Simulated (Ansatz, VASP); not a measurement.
**PtS2 in VASP and in Ansatz**

File INCAR:

```
SYSTEM = PtS2
PREC = Accurate
ENCUT = 520
EDIFF = 1E-7
ISMEAR = 0
SIGMA = 0.013000000000000001
LREAL = .FALSE.
LASPH = .TRUE.
NELM = 100
ALGO = Normal
ISIF = 2
LWAVE = .FALSE.
LCHARG = .TRUE.
GGA = PE
LELF = .TRUE.
LVHAR = .TRUE.
```

The input KPOINTS:

```
regular mesh
0
G
  9 9 5
  0 0 0
```

The input POSCAR:

```
PtS2
1.0
    3.5432000000      0.0000000000      0.0000000000
   -1.7716000000      3.0685012107      0.0000000000
    0.0000000000      0.0000000000      5.0388000000
Pt S
1 2
Direct
    0.0000000000      0.0000000000      0.0000000000
    0.6666666667      0.3333333333      0.7730000000
    0.3333333333      0.6666666667      0.2270000000
```

Contents of input.yaml:

```yaml
crystal:
  lattice:
    - [3.5432, 0.0, 0.0]
    - [-1.7716, 3.0685012107, 0.0]
    - [0.0, 0.0, 5.0388]
  atoms:
    - { symbol: Pt, position: [0.0, 0.0, 0.0] }
    - { symbol: S, position: [0.6666666667, 0.3333333333, 0.773] }
    - { symbol: S, position: [0.3333333333, 0.6666666667, 0.227] }
hamiltonian:
  xc: pbe
  pseudopotentials: { kind: paw }
kpoints:
  mp_grid: { grid: [9, 9, 5] }
scf:
  occupations: { method: gaussian, width: 0.013 }
output:
  forces: true
  stress: true
  eigenvalues: true
```

Alike in both runs: task single point; functional PBE; k mesh 9 × 9 × 5; occupations gaussian, width 0.013 eV; no spin polarisation.

|  | VASP | Ansatz |
| --- | --- | --- |
| version | VASP 6.6.1 | Ansatz 0.2.0 |
| potentials or method | VASP PAW PBE potentials, release 64 (Pt, S) | Ansatz PAW |
| plane-wave cutoff (eV) | 520 | 420 |
| valence electrons in the cell | 22 | 30 |

VASP gave:

* gap on the k mesh at the Fermi level (eV): 1.03
* least direct gap on the mesh (eV): 1.08
* pressure (GPa): 11.1
* largest component of the traceless stress (GPa): 0.99
* rms of the force components (eV/Å): 0.572

Q: What did Ansatz give for the same quantities?

A: gap on the k mesh at the Fermi level (eV): 1.02; least direct gap on the mesh (eV): 1.07; pressure (GPa): 11.6; largest component of the traceless stress (GPa): 1.17; rms of the force components (eV/Å): 0.592.

Atom by atom the forces differ by 0.021 eV/Å (rms over components). The functional is the same, so the differences come from potentials, cutoffs and numerics. The two sets of potentials don't hold the same shells in valence.

Caveats: spin-orbit coupling is left out, which moves the levels of the heavy elements; forces of over 1 eV/Å show positions far from the minimum, so gaps and moduli don't describe the material at rest; an odd mesh through Γ misses points on the zone boundary, where band edges often lie (VASP); odd divisions of the mesh miss points on the zone boundary, where band edges often lie, so the gap on the mesh can be too wide (Ansatz). Expect the measured gap to be larger: semilocal functionals such as PBE lack the derivative discontinuity.
